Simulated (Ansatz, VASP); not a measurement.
LiCl: VASP beside Ansatz

```
Li Cl
1.0
     0.00000    2.48782    2.56476
     2.48782    0.00000    2.56476
     2.48782    2.48782    0.00000
Li Cl
1 1
Direct
  0.00000 0.00000 0.00000
  0.50000 0.50000 0.50000
```

Change from the starting cell: strain -0.030 along x and y, +0.000 along z, atoms carried along.

Alike in both runs: task single point; functional PBE; k mesh 8 × 8 × 8; occupations gaussian, width 0.05 eV; no spin polarisation.

```csv
,VASP,Ansatz
version,VASP 6.6.1,Ansatz 0.2.0
potentials or method,"VASP PAW PBE potentials, release 64 (Li_sv, Cl)","scalar-relativistic, plane waves, PAW"
plane-wave cutoff (eV),520,420
valence electrons in the cell,10,10
```

|  | VASP | Ansatz | Ansatz less VASP |
| --- | --- | --- | --- |
| gap on the k mesh at the Fermi level (eV) | 6.65 | 6.64 | -0.014 |
| least direct gap on the mesh (eV) | 6.65 | 6.64 | -0.014 |

 A k mesh can miss the band edges.
